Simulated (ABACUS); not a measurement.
# AlRu in ABACUS: the effect of functional

Crystal: AlRu.

```xyz
2
Lattice="2.9916 0.0000 0.0000 0.0000 2.9916 0.0000 0.0000 0.0000 2.9916" Properties=species:S:1:pos:R:3 pbc="T T T"
Ru    1.4958    1.4958    1.4958
Al    0.0000    0.0000    0.0000
```

Alike in all runs:

| Property | Result |
| --- | --- |
| Program | ABACUS 3.10.1 |
| Task | single point |
| Potentials or basis | PseudoDojo NC SR 0.4.1 PBE standard |
| Cutoff | 1361 eV |
| Density cutoff | 5442 eV |
| Basis | DZP LCAO (the cutoffs set its grid) |
| k mesh | 9 × 9 × 9 |
| Occupations | fermi-dirac, width 0.05 eV |
| Spin | no spin polarisation |

```csv
functional,pressure (GPa)
LDA,-3.6
PBE,3.5
PBEsol,?
SOGGA,-3.3
BLYP,12.0
```

Task: What does the run with functional PBEsol give?

Result: Pressure -1.5 GPa.

Caveats: the atomic orbitals were generated for these runs and aren't a published set; the basis of atomic orbitals isn't converged, which shifts pressures, moduli and gaps; the potentials were made for another functional, which shifts forces and pressure (some runs).
